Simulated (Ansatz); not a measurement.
# Sb (I4/mcm) in Ansatz: a series of runs, part 2 of 3

Ansatz 0.2.0.

**3. Relaxation of cell and atoms, PBEsol, target pressure 2 GPa, at which the enthalpy is minimised**

input.yaml reads:

```yaml
crystal:
  lattice:
    - [-4.0300106443, 4.0300106443, 2.0254867038]
    - [4.0300106443, -4.0300106443, 2.0254867038]
    - [4.0300106443, 4.0300106443, -2.0254867038]
  atoms:
    - { symbol: Sb, position: [0.65126306, 0.15126306, 0.80252612] }
    - { symbol: Sb, position: [0.15126306, 0.34873694, 0.5] }
    - { symbol: Sb, position: [0.34873694, 0.84873694, 0.19747388] }
    - { symbol: Sb, position: [0.84873694, 0.65126306, 0.5] }
hamiltonian:
  xc: pbesol
  pseudopotentials: { kind: paw }
kpoints:
  mp_grid: { grid: [7, 7, 7] }
scf:
  occupations: { method: fermi_dirac, width: 0.05 }
output:
  forces: true
  stress: true
  eigenvalues: true
relax:
  f_tol: 0.01
  max_steps: 40
  cell: { stress_tol: 0.05, p_target: 2.0 }
```

Potentials or basis: Ansatz PAW.

On the command line:

```
> ansatz run input.yaml --threads 2 --pin off --max-ram 5632MiB --backend cpu --events-out ev --progress --plain --runs-dir out
```

The log of the run:

```text
Warning: RAYON_NUM_THREADS=2 ignored (pool sized by the plan → 2); use --threads N
Engine: ansatz 0.2.0, aarch64-unknown-linux-gnu
Pseudopotentials: kind: paw
Pseudopotential: Sb, paw, valence charge 15, recommended cutoff 420 eV (normal), Sb.paw.azcp
Functional definition: PBEsol
  exchange = pbesol_x
  correlation = pbesol_c
Crystal: 4 atoms, lattice volume = 131.584 Å³
Basis set: ecut = 420 eV, 2571 PW (Γ), exchange–correlation on 90×90×90 points (8 copies of the dense FFT grid, shifted against one another)
Bands: 36, of which v1, the nominal top of the filled ones, is band 30 counted from 1 (29 counted from 0)
Symmetry: 16 space group operations
Space group: I4/mcm (ITA 140), of the structure as read, at distance tolerance 5.1e-5 Å
k-points: 40 of 343
Non-local potential: Sb, projectors of the file, l = 0: 2, l = 1: 2, l = 2: 2, l = 3: 2
PAW form: soft (Blöchl's): semilocal exchange-correlation on the pseudo side does not see the compensation charge
PAW frozen core: Sb, regenerated for the run's functional, and the local potential with it (the file was generated under x = pbe(κ = 0.804, μ = 0.2195149727645171), c = pbe(β = 0.06672455060314922))
PAW one-centre angular grid: Sb, 590 points (default); XC on 64 Gauss nodes
Initial density: superposition of atomic densities (neutral atoms: chi_scale 0, normalization atom), corrected by the library's trained network
Initial wavefunctions: pseudopotential atomic-orbital guess
Functional: x = pbesol(κ = 0.804, μ = 0.12345679012345678), c = pbesol(β = 0.046)
SCF iter   1: F=—  HF=-25631.270397 eV  |F-HF|=—  |Δ(HF+E_count)|=         —  Δρ=2.53e-3  dr2=4.11e-3  ethr=1.77e-3  ⟨swp⟩=7.2  Hψ=6090  notcnv=0
preconditioner: auto → LDOS  [metal: Δε(μ)=0.006 eV  Ē_g=7.576 eV  σ=0.050 eV  W_gap=0.03  n_scr=36 (ndim 8)  ℏωp=14.5 eV  f_vac=0.110  D(μ)=3.09/eV (n_scr^D=16)  β→1.0]
SCF iter   2: F=—  HF=-25631.267812 eV  |F-HF|=—  |Δ(HF+E_count)|=   2.59e-3  Δρ=4.73e-4  dr2=2.10e-4  ethr=6.85e-6  ⟨swp⟩=2.0  Hψ=3117  notcnv=0  defer=8
SCF iter   3: F=—  HF=-25631.267798 eV  |F-HF|=—  |Δ(HF+E_count)|=   1.40e-5  Δρ=2.39e-4  dr2=6.36e-5  ethr=3.50e-7  ⟨swp⟩=2.0  Hψ=2631  notcnv=0  defer=8
SCF iter   4: F=—  HF=-25631.267721 eV  |F-HF|=—  |Δ(HF+E_count)|=   7.62e-5  Δρ=8.33e-5  dr2=7.07e-6  ethr=1.06e-7  ⟨swp⟩=2.0  Hψ=2628  notcnv=0  defer=8
[... 67 lines left out ...]
  E_xc         = -551.160915
  E_vxc        = -388.003061  (∫ρ·V_xc dr)
  E_paw        = -17997.533841  (= ΣΔE_a)
  E_vpaw       = -1974.210312  (= ΣTr[D̂ρ^β])
  E_aug_tail   = -0.000007  (compensation charges beyond the density's cutoff)
  E_ewald      = -5526.837014
  E_core_change = 1.327428  (= ΣΔE_core)
  E_smearing   = -0.018427  (= −TS)
  E_closure    = 0.000000  (closes the sum)
  Σ components = -25631.244155   (vs F -25631.244155, Δ=0.00e0)
--- Forces (eV/Å), atoms counted from 1 ---
  atom   1  Sb    -0.00577145    -0.00577145     0.00000000
  atom   2  Sb     0.00577145    -0.00577145     0.00000000
  atom   3  Sb     0.00577145     0.00577145     0.00000000
  atom   4  Sb    -0.00577145     0.00577145    -0.00000000
  max |Σ_I F_I| component: 8.67e-18 eV/Å
--- Stress (GPa, compression-positive) ---
        1.985788       0.000000      -0.000000
        0.000000       1.985788       0.000000
        0.000000       0.000000       1.988306
  P = ⅓ Tr σ = 1.9866 GPa (19.866 kbar)
--- Band table (eV; the first three rows and the last of 40) ---
  k-point 0: bands = ["-19.8481", "-19.8481", "-19.7977", "-19.7916", "-19.7916", "-19.7861", "-19.7561", "-19.7316", "-19.7283", "-19.7283", "-19.7267", "-19.7266", "-19.6887", "-19.6887", "-19.6857", "-19.6778", "-19.6778", "-19.6698", "-19.6693", "-19.5926", "-3.5670", "0.0602", "1.4161", "1.4161", "4.3618", "7.8389", "8.0548", "8.1189", "8.1189", "8.1559", "8.1559", "8.7026", "11.8484", "11.8484", "12.5610", "12.7137"]
  k-point 1: bands = ["-19.8518", "-19.8489", "-19.7987", "-19.7953", "-19.7901", "-19.7776", "-19.7601", "-19.7392", "-19.7355", "-19.7281", "-19.7204", "-19.7163", "-19.6959", "-19.6884", "-19.6806", "-19.6780", "-19.6755", "-19.6711", "-19.6642", "-19.5955", "-3.4887", "-0.3080", "1.4453", "1.5492", "4.7367", "7.1756", "7.4360", "7.9045", "8.1102", "8.7682", "8.8915", "8.9316", "11.6649", "11.9255", "12.9540", "13.1473"]
  k-point 2: bands = ["-19.8594", "-19.8504", "-19.8054", "-19.7894", "-19.7861", "-19.7691", "-19.7668", "-19.7474", "-19.7373", "-19.7299", "-19.7121", "-19.7111", "-19.7076", "-19.6876", "-19.6793", "-19.6751", "-19.6737", "-19.6625", "-19.6569", "-19.6040", "-3.2723", "-0.9809", "1.5142", "1.7037", "5.6136", "6.5280", "6.9952", "7.5178", "8.0909", "9.1392", "9.2313", "9.9436", "11.7257", "12.2711", "13.4942", "13.5399"]
  k-point 39: bands = ["-19.9062", "-19.8135", "-19.7901", "-19.7888", "-19.7693", "-19.7659", "-19.7597", "-19.7545", "-19.7520", "-19.7488", "-19.7243", "-19.7241", "-19.7071", "-19.6924", "-19.6768", "-19.6718", "-19.6713", "-19.6402", "-19.6288", "-19.6240", "-2.2375", "-1.4753", "-1.1945", "4.1332", "4.8481", "6.0898", "7.8534", "8.0825", "9.6574", "9.7219", "10.9031", "11.1632", "11.5895", "11.6051", "11.6830", "12.4215"]
--- Relaxed structure (4 steps of the walk, 4 accepted, 1 SCFs on fresh bases) ---
  F+E_penalty+E_count = -25631.24415463 eV   max|allowed force component| = 5.771e-3 eV/Å   (the final SCF, on the basis selected at the relaxed cell)
  cell:  # Å, volume = 124.3186 Å³
    - [-3.915712861856154, 3.915712861856154, 2.0270033656249695]
    - [3.915712861856154, -3.915712861856154, 2.0270033656249695]
    - [3.915712861856154, 3.915712861856154, -2.0270033656249695]
  atoms:
    - { symbol: Sb, position: [0.6518985104986932, 0.1518985104986932, 0.8037970209973864] }
    - { symbol: Sb, position: [0.1518985104986932, 0.34810148950130676, 0.5] }
    - { symbol: Sb, position: [0.34810148950130687, 0.8481014895013068, 0.19620297900261352] }
    - { symbol: Sb, position: [0.8481014895013066, 0.6518985104986931, 0.5] }
```

Run time: 24 s. Hardware: 2 threads of Arm Neoverse V2, shared host; peak memory 0.51 GiB.

What came out:

```yaml
Free_energy: -25631.2442 eV
Relaxed_volume: 31.08 Å³/atom
Relaxed_cell: a = 5.897 Å, b = 5.897 Å, c = 5.897 Å, α = 96.79°, β = 96.79°, γ = 139.79°
Space_group_after_relaxing_to_0.05_Å: I4/mcm (No. 140)
Energy_change_on_relaxing_the_enthalpy_is_what_falls: +5.9 meV/atom
Ionic_steps: 5
Pressure_after_relaxing: 2.0 GPa
Largest_force_after_relaxing: 0.008 eV/Å
Band_gap_on_the_k_mesh: none (metal or under the smearing width)
```

Forces on the atoms (eV/Å):
```
Sb  -0.006 -0.006  0.000
Sb   0.006 -0.006  0.000
Sb   0.006  0.006  0.000
Sb  -0.006  0.006  0.000
```

Step by step:
```tsv
step	energy change (eV)	largest force (eV/Å)	volume (Å³)
1	0.0000	0.0440	131.58
2	0.1233	0.0468	119.66
3	0.0166	0.0115	124.79
4	0.0220	0.0082	124.32
5	0.0236	0.0082	124.32
```

Final structure:
```yaml
crystal:
  lattice:
    - [-3.91571, 3.91571, 2.02700]
    - [3.91571, -3.91571, 2.02700]
    - [3.91571, 3.91571, -2.02700]
  atoms:
    - { symbol: Sb, position: [0.65190, 0.15190, 0.80380] }
    - { symbol: Sb, position: [0.15190, 0.34810, 0.50000] }
    - { symbol: Sb, position: [0.34810, 0.84810, 0.19620] }
    - { symbol: Sb, position: [0.84810, 0.65190, 0.50000] }
```

Levels at points of the mesh, in eV from the Fermi level:
| k point | band 27 | band 28 | band 29 | band 30 | band 31 | band 32 | band 33 | band 34 |
| --- | --- | --- | --- | --- | --- | --- | --- | --- |
| (0.00, 0.00, 0.00) | -1.24 | -1.18 | -1.18 | -1.14 | -1.14 | -0.59 | 2.55 | 2.55 |

Caveat: the plane-wave basis is chosen anew once the cell has moved, so the energies of steps on either side of that aren't comparable; the PAW data sets come from PBE, with cores solved anew for the run's functional, which leaves a small shift of forces and pressure. The run has no spin-orbit coupling, so splittings on Sb are missing.

**4. Relaxation of cell and atoms, PBEsol, target pressure 5 GPa, at which the enthalpy is minimised**

Changes to input.yaml since step 3:

```diff
@@ -24,2 +24,2 @@
   max_steps: 40
-  cell: { stress_tol: 0.05, p_target: 2.0 }
+  cell: { stress_tol: 0.05, p_target: 5.0 }
```

Potentials or basis: Ansatz PAW.

On the command line:

```
> ansatz run input.yaml --threads 2 --pin off --max-ram 5632MiB --backend cpu --events-out ev --progress --plain --runs-dir out
```

The log of the run:

```text
Warning: RAYON_NUM_THREADS=2 ignored (pool sized by the plan → 2); use --threads N
Engine: ansatz 0.2.0, aarch64-unknown-linux-gnu
Pseudopotentials: kind: paw
Pseudopotential: Sb, paw, valence charge 15, recommended cutoff 420 eV (normal), Sb.paw.azcp
Functional definition: PBEsol
  exchange = pbesol_x
  correlation = pbesol_c
Crystal: 4 atoms, lattice volume = 131.584 Å³
Basis set: ecut = 420 eV, 2571 PW (Γ), exchange–correlation on 90×90×90 points (8 copies of the dense FFT grid, shifted against one another)
Bands: 36, of which v1, the nominal top of the filled ones, is band 30 counted from 1 (29 counted from 0)
[... 126 lines left out ...]
  k-point 2: bands = ["-19.1986", "-19.1874", "-19.1341", "-19.1144", "-19.1110", "-19.0905", "-19.0855", "-19.0609", "-19.0522", "-19.0437", "-19.0239", "-19.0223", "-19.0211", "-18.9946", "-18.9845", "-18.9801", "-18.9787", "-18.9682", "-18.9627", "-18.9003", "-2.8756", "-0.4517", "2.2745", "2.3941", "6.3000", "7.1730", "7.4298", "8.1334", "8.5625", "9.7879", "9.8740", "10.5718", "12.3723", "13.0595", "14.2675", "14.4132"]
  k-point 39: bands = ["-19.2527", "-19.1444", "-19.1203", "-19.1160", "-19.0899", "-19.0822", "-19.0801", "-19.0728", "-19.0705", "-19.0690", "-19.0355", "-19.0347", "-19.0178", "-18.9998", "-18.9824", "-18.9756", "-18.9749", "-18.9423", "-18.9287", "-18.9231", "-1.7659", "-0.9742", "-0.6669", "4.9709", "5.3152", "6.4548", "8.6987", "8.8935", "10.2944", "10.4760", "11.7204", "11.8846", "12.3529", "12.4306", "12.4730", "13.2513"]
--- Relaxed structure (5 steps of the walk, 5 accepted, 2 SCFs on fresh bases) ---
  F+E_penalty+E_count = -25631.11497680 eV   max|allowed force component| = 3.054e-3 eV/Å   (the final SCF, on the basis selected at the relaxed cell)
  cell:  # Å, volume = 118.3210 Å³
    - [-3.82174490519717, 3.82174490519717, 2.025249062749795]
    - [3.82174490519717, -3.82174490519717, 2.025249062749795]
    - [3.82174490519717, 3.82174490519717, -2.025249062749795]
  atoms:
    - { symbol: Sb, position: [0.6526574132188128, 0.1526574132188127, 0.8053148264376255] }
    - { symbol: Sb, position: [0.1526574132188127, 0.3473425867811873, 0.5] }
    - { symbol: Sb, position: [0.34734258678118735, 0.8473425867811875, 0.19468517356237455] }
    - { symbol: Sb, position: [0.8473425867811872, 0.6526574132188125, 0.5] }
```

Wall time 31 s (2 threads of Arm Neoverse V2, shared host); peak memory 0.52 GiB.

Results:

- Free energy: -25631.1150 eV
- Relaxed volume: 29.58 Å³/atom
- Relaxed cell: a = 5.772 Å, b = 5.772 Å, c = 5.772 Å, α = 97.07°, β = 97.07°, γ = 138.92°
- Space group after relaxing (to 0.05 Å): I4/mcm (No. 140)
- Energy change on relaxing (the enthalpy is what falls): +38.2 meV/atom
- Ionic steps: 7
- Pressure after relaxing: 5.0 GPa
- Largest force after relaxing: 0.004 eV/Å
- Band gap on the k mesh: none (metal or under the smearing width)

Forces in eV/Å, atoms in the order of the input:
```
Sb  -0.003 -0.003  0.000
Sb   0.003 -0.003  0.000
Sb   0.003  0.003  0.000
Sb  -0.003  0.003  0.000
```

Step by step:
```csv
step,energy change (eV),largest force (eV/Å),volume (Å³)
1,0.0000,0.0440,131.58
2,0.3421,0.0879,114.39
3,0.1252,0.0139,119.16
4,0.1476,0.0105,118.40
5,0.1505,0.0105,118.40
6,0.1527,0.0043,118.32
7,0.1527,0.0043,118.32
```

Final structure:
```
Sb
1.0
    -3.82174    3.82174    2.02525
     3.82174   -3.82174    2.02525
     3.82174    3.82174   -2.02525
Sb
4
Direct
  0.65266 0.15266 0.80531
  0.15266 0.34734 0.50000
  0.34734 0.84734 0.19469
  0.84734 0.65266 0.50000
```

Caveat: the plane-wave basis is chosen anew once the cell has moved, so the energies of steps on either side of that aren't comparable; the PAW data sets come from PBE, with cores solved anew for the run's functional, which leaves a small shift of forces and pressure. The run has no spin-orbit coupling, so splittings on Sb are missing.

[end of part 2 of 3]
